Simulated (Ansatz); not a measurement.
# Niobium, hcp under PBE: ground state and equation of state

The plan for niobium in the hcp structure: relax it, solve it on a dense k-mesh, switch on spin-orbit coupling, then scale the cell to 7 volumes from 88 to 112 % of the relaxed one and try a fit of the equation of state. The k-meshes are 12×12×7 for the relaxation; 21×21×10 for the dense run; 13×13×6 for spin-orbit coupling; 21×21×10 for the volumes.

This is Nb in the hcp structure; at room conditions it is bcc.

Computed with Ansatz 0.2.0 (DFT PBE, plane waves (420 eV) with PAW, scalar-relativistic, unless a step says otherwise).

## (1) The structure to begin with

It takes space group P6_3/mmc (No. 194, hexagonal). The conventional cell has a = 2.940 Å, b = 2.940 Å, c = 4.802 Å, α = 90.00°, β = 90.00°, γ = 120.00°. Nb (site symmetry -6m2) has 12 Nb at 2.94 Å as nearest neighbours.

Coordinates:

```xyz
2
Lattice="2.9403 0.0000 0.0000 -1.4702 2.5464 0.0000 0.0000 0.0000 4.8015" Properties=species:S:1:pos:R:3 pbc="T T T"
Nb    0.0000    1.6976    1.2004
Nb    1.4702    0.8488    3.6012
```

## (2) Geometry optimisation

Input file input.yaml:

```yaml
crystal:
  lattice:
    - [2.9403180252, 0.0, 0.0]
    - [-1.4701590126, 2.546390105, 0.0]
    - [0.0, 0.0, 4.8015393351]
  atoms:
    - { symbol: Nb, position: [0.3333333333, 0.6666666667, 0.25] }
    - { symbol: Nb, position: [0.6666666667, 0.3333333333, 0.75] }
hamiltonian:
  xc: pbe
  pseudopotentials:
    kind: paw
    azcp:
      Nb: "pseudopotentials/Nb.paw.azcp"
basis:
  ecutwfc: 420
  fft_grid_basis: typed
kpoints:
  mp_grid: { grid: [12, 12, 7], shift: [0, 0, 0] }
magnetization:
  spin_polarized: false
scf:
  occupations: { method: fermi_dirac, width: 0.1 }
relax:
  max_steps: 60
  f_tol: 0.01
  cell: {}
```

Further steps of the session: Single point on a dense mesh; Spin-orbit coupling switched on; The cell scaled to 88 % of its volume; The cell scaled to 92 % of its volume; The cell scaled to 96 % of its volume; The cell scaled to 100 % of its volume; The cell scaled to 104 % of its volume; The cell scaled to 108 % of its volume; The cell scaled to 112 % of its volume.

What does the calculation give? Wanted: space group; conventional cell; volume; shortest distance; gap on the mesh; relative to bcc; V₀, B₀, B₀′.

As calculated:

| quantity | value |
| --- | --- |
| space group (spins left aside) | P6_3/mmc (No. 194) |
| conventional cell | a = 2.870 Å, c = 5.242 Å (c/a = 1.826) |
| volume | 18.697 Å³/atom |
| shortest distance | 2.870 Å |
| gap on the mesh | none (levels filled in part) |
| relative to bcc | +295 meV/atom |
| V₀, B₀, B₀′ | 18.665 Å³/atom, 162 GPa, 3.7 |

In words: The relaxation enlarged the cell by 4.0 % in volume. Against the reference form of niobium (bcc, computed apart with the same settings) it stands 295 meV/atom higher, so it is far from stable. No gap shows: it is a metal or semimetal at this level. Totals with and without spin-orbit coupling (-1.0 eV/atom apart) can't be read as binding, since the two-component data shift the zero of energy. The fitted modulus is 162 GPa; letting shape and positions relax at each volume could only lower it. The symmetry was held, so the structure may be unstable against distortions that break it.
